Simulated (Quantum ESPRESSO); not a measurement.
Runs of Quantum ESPRESSO 7.5 on WSe. The cell holds a slab with vacuum, 4 atoms: a = 3.318 Å, b = 3.318 Å, c = 31.658 Å, α = 90.00°, β = 90.00°, γ = 120.00°. 

| level | potentials or basis | k mesh | cutoff (eV) | form of the LDA correlation | mesh quality | largest force (eV/Å) |
| --- | --- | --- | --- | --- | --- | --- |
| rev-vdW-DF2 | SG15 PBE 1.2 | 4 × 4 × 1 | 1020 | - | coarse | 0.54 |
| AM05 | SG15 PBE 1.2 | 4 × 4 × 1 | 1020 | - | coarse | 0.76 |
| LDA | SG15 PBE 1.2 | 4 × 4 × 1 | 1020 | PZ81 | coarse | 1.15 |
| PBEsol | SG15 PBE 1.2 | 4 × 4 × 1 | 1020 | - | coarse | (b) |
| PBE | PseudoDojo 0.4.1 SR PBE standard | 9 × 9 × 1 | 1170 | - | not flagged | 0.41 |
| RPBE | SG15 PBE 1.2 | 4 × 4 × 1 | 1020 | - | coarse | (a) |
| PBE | SG15 PBE 1.2 | 4 × 4 × 1 | 1020 | - | coarse | (c) |
| revPBE | SG15 PBE 1.2 | 4 × 4 × 1 | 1020 | - | coarse | 0.18 |

Alike in all rows: task work function; no spin polarisation; cell as given; smearing fermi-dirac 0.05 eV.

Problem. Fill in the values left out.

Solution. (a) 0.11; (b) 0.73; (c) 0.40.

Caveats: some runs use coarse meshes; the potentials were made for another functional, which shifts forces and pressure (some runs).

Not every run made on this cell is shown here.
